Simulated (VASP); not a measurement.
Here is a VASP 6.6.1 calculation.

POSCAR

```
SiC
1.0
    3.0760000000      0.0000000000      0.0000000000
   -1.5380000000      2.6638941420      0.0000000000
    0.0000000000      0.0000000000      5.0480000000
Si C
2 2
Direct
    0.6602650000      0.3315450000      0.4987880000
    0.3293740000      0.6624680000     -0.0053180000
    0.6662340000      0.3402540000      0.8850980000
    0.3350740000      0.6623020000      0.3860240000
```

File INCAR.step1:

```
SYSTEM = SiC
PREC = Accurate
ENCUT = 520
EDIFF = 1E-5
ISMEAR = -5
SIGMA = 0.05
LREAL = .FALSE.
LASPH = .TRUE.
NELM = 100
ALGO = Normal
ISIF = 2
LWAVE = .TRUE.
LCHARG = .FALSE.
GGA = PE
```

INCAR.step2

```
SYSTEM = SiC
PREC = Accurate
ENCUT = 520
EDIFF = 1E-6
ISMEAR = -5
SIGMA = 0.05
LREAL = .FALSE.
LASPH = .TRUE.
NELM = 100
ALGO = Normal
ISIF = 2
LWAVE = .FALSE.
LCHARG = .FALSE.
METAGGA = TPSS
LHFCALC = .TRUE.
AEXX = 0.1
LMIXTAU = .TRUE.
PRECFOCK = Fast
HFRCUT = -1
ISTART = 1
```

KPOINTS

```
Automatic mesh
0
G
  5 5 3
  0 0 0
```

Potentials or basis: VASP PAW PBE potentials, release 64 (Si, C).

Command:

```bash
$ cat potpaw_PBE.64/Si/POTCAR potpaw_PBE.64/C/POTCAR > POTCAR
$ cp INCAR.step1 INCAR
$ mpirun -np 1 vasp_std > vasp.out
$ cp INCAR.step2 INCAR
$ mpirun -np 1 vasp_std > vasp.out
```

Problem. Estimate the largest force.

Solution. 1.466 eV/Å.

Problem. What does it give for the pressure?

Solution. 0.0 GPa.

Problem. Predict the band gap on the k mesh.

Solution. 3.38 eV, indirect (least direct gap 4.97 eV).

Forces on the atoms (eV/Å):
```
Si   0.601 -0.110  0.710
Si  -0.103  0.573  1.345
C    0.129 -0.626 -1.006
C   -0.627  0.163 -1.049
```

Caveat: the k mesh is coarse (spacing up to 0.47 Å⁻¹), so the values aren't converged, least of all with exact exchange; the PAW data sets were made with another functional, which shifts forces and pressure a little; an odd mesh through Γ misses points on the zone boundary, where band edges often lie.
